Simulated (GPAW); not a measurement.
Set up this calculation in GPAW 26.7.0, as an ASE script.

```yaml
Task: equation of state
Functional: BLYP
Potentials_or_basis: PAW data sets generated in the run's folder for this functional
Cutoff: 600 eV
Basis: pw
k_mesh: 11 × 11 × 11
Occupations: fermi-dirac, width 0.05 eV
Spin: no spin polarisation
Eigensolver: davidson
Maxiter: 150
Eos_scales: "[0.94, 0.96, 0.98, 1.0, 1.02, 1.04, 1.06]"
```

The structure of Ti lies in Ti.cif:

```cif
data_Ti
_cell_length_a 3.28200000
_cell_length_b 3.28200000
_cell_length_c 3.28200000
_cell_angle_alpha 90.00000000
_cell_angle_beta 90.00000000
_cell_angle_gamma 90.00000000
_space_group_name_H-M_alt 'Im-3m'
_space_group_name_Hall '-I 4 2 3'
_space_group_IT_number 229
loop_
_space_group_symop_operation_xyz
'x,y,z'
'-x,-y,-z'
'-y,x,z'
'y,-x,-z'
'-x,-y,z'
'x,y,-z'
'y,-x,z'
'-y,x,-z'
'x,-y,-z'
'-x,y,z'
'-y,-x,-z'
'y,x,z'
'-x,y,-z'
'x,-y,z'
'y,x,-z'
'-y,-x,z'
'z,x,y'
'-z,-x,-y'
'z,-y,x'
'-z,y,-x'
'z,-x,-y'
'-z,x,y'
'z,y,-x'
'-z,-y,x'
'-z,x,-y'
'z,-x,y'
'-z,-y,-x'
'z,y,x'
'-z,-x,y'
'z,x,-y'
'-z,y,x'
'z,-y,-x'
'y,z,x'
'-y,-z,-x'
'x,z,-y'
'-x,-z,y'
'-y,z,-x'
'y,-z,x'
'-x,z,y'
'x,-z,-y'
'-y,-z,x'
'y,z,-x'
'-x,-z,-y'
'x,z,y'
'y,-z,-x'
'-y,z,x'
'x,-z,y'
'-x,z,-y'
'x+1/2,y+1/2,z+1/2'
'-x+1/2,-y+1/2,-z+1/2'
'-y+1/2,x+1/2,z+1/2'
'y+1/2,-x+1/2,-z+1/2'
'-x+1/2,-y+1/2,z+1/2'
'x+1/2,y+1/2,-z+1/2'
'y+1/2,-x+1/2,z+1/2'
'-y+1/2,x+1/2,-z+1/2'
'x+1/2,-y+1/2,-z+1/2'
'-x+1/2,y+1/2,z+1/2'
'-y+1/2,-x+1/2,-z+1/2'
'y+1/2,x+1/2,z+1/2'
'-x+1/2,y+1/2,-z+1/2'
'x+1/2,-y+1/2,z+1/2'
'y+1/2,x+1/2,-z+1/2'
'-y+1/2,-x+1/2,z+1/2'
'z+1/2,x+1/2,y+1/2'
'-z+1/2,-x+1/2,-y+1/2'
'z+1/2,-y+1/2,x+1/2'
'-z+1/2,y+1/2,-x+1/2'
'z+1/2,-x+1/2,-y+1/2'
'-z+1/2,x+1/2,y+1/2'
'z+1/2,y+1/2,-x+1/2'
'-z+1/2,-y+1/2,x+1/2'
'-z+1/2,x+1/2,-y+1/2'
'z+1/2,-x+1/2,y+1/2'
'-z+1/2,-y+1/2,-x+1/2'
'z+1/2,y+1/2,x+1/2'
'-z+1/2,-x+1/2,y+1/2'
'z+1/2,x+1/2,-y+1/2'
'-z+1/2,y+1/2,x+1/2'
'z+1/2,-y+1/2,-x+1/2'
'y+1/2,z+1/2,x+1/2'
'-y+1/2,-z+1/2,-x+1/2'
'x+1/2,z+1/2,-y+1/2'
'-x+1/2,-z+1/2,y+1/2'
'-y+1/2,z+1/2,-x+1/2'
'y+1/2,-z+1/2,x+1/2'
'-x+1/2,z+1/2,y+1/2'
'x+1/2,-z+1/2,-y+1/2'
'-y+1/2,-z+1/2,x+1/2'
'y+1/2,z+1/2,-x+1/2'
'-x+1/2,-z+1/2,-y+1/2'
'x+1/2,z+1/2,y+1/2'
'y+1/2,-z+1/2,-x+1/2'
'-y+1/2,z+1/2,x+1/2'
'x+1/2,-z+1/2,y+1/2'
'-x+1/2,z+1/2,-y+1/2'
loop_
_atom_site_label
_atom_site_type_symbol
_atom_site_symmetry_multiplicity
_atom_site_Wyckoff_symbol
_atom_site_fract_x
_atom_site_fract_y
_atom_site_fract_z
_atom_site_occupancy
Ti1 Ti 2 a 0.0000000000 0.0000000000 0.0000000000 1
```

This isn't the form of Ti at room conditions, which is hcp.

One way to write it, as run:

run.py

```python
import spglib
from ase import Atoms
from ase.eos import EquationOfState
from ase.io import Trajectory, read
from ase.units import GPa
from gpaw import GPAW, PW, setup_paths

setup_paths.insert(0, '.')

atoms = read('Ti.cif')
cell, positions, numbers = spglib.find_primitive(
    (atoms.cell[:], atoms.get_scaled_positions(), atoms.numbers), symprec=1e-4)
atoms = Atoms(numbers, cell=cell, scaled_positions=positions, pbc=True)

traj = Trajectory('eos.traj', 'w')
volumes, energies = [], []
for x in [0.94, 0.96, 0.98, 1.0, 1.02, 1.04, 1.06]:
    a = atoms.copy()
    a.set_cell(atoms.cell * x**(1 / 3), scale_atoms=True)
    calc = GPAW(mode=PW(600),
                xc='BLYP',
                kpts={'size': (11, 11, 11), 'gamma': True},
                occupations={'name': 'fermi-dirac', 'width': 0.05},
                nbands=14,
                convergence={'density': 1e-05, 'energy': 1e-05},
                eigensolver='davidson',
                maxiter=150,
                txt=f'eos-{x:.2f}.txt')
    a.calc = calc
    energies.append(a.get_potential_energy(force_consistent=True))
    volumes.append(a.get_volume())
    p = -a.get_stress()[:3].mean() / GPa
    calc.write(f'eos-{x:.2f}.gpw')
    traj.write(a)
    print(f'{x:.2f} {volumes[-1]:10.4f} A^3 {energies[-1]:14.6f} eV {p:9.3f} GPa', flush=True)

v0, e0, B = EquationOfState(volumes, energies, eos='birchmurnaghan').fit()
print(f'V0 = {v0:.4f} A^3, E0 = {e0:.6f} eV, B0 = {B / GPa:.2f} GPa')
```

Potentials or basis: PAW data sets generated in the run's folder for this functional, pw.

The run is started by

```bash
$ gpaw-setup -f BLYP Ti
$ OMP_NUM_THREADS=1 python run.py
```

It gave:

- Equilibrium volume: 17.70 Å³/atom (rough: see the caveat)
- Bulk modulus: 102 GPa (rough)

Caveat: the fit is doubtful: noisy points or a state that changes with volume.

It took 48 s on 1 thread of Arm Neoverse V2, with other jobs on the host, peak memory 0.19 GiB.
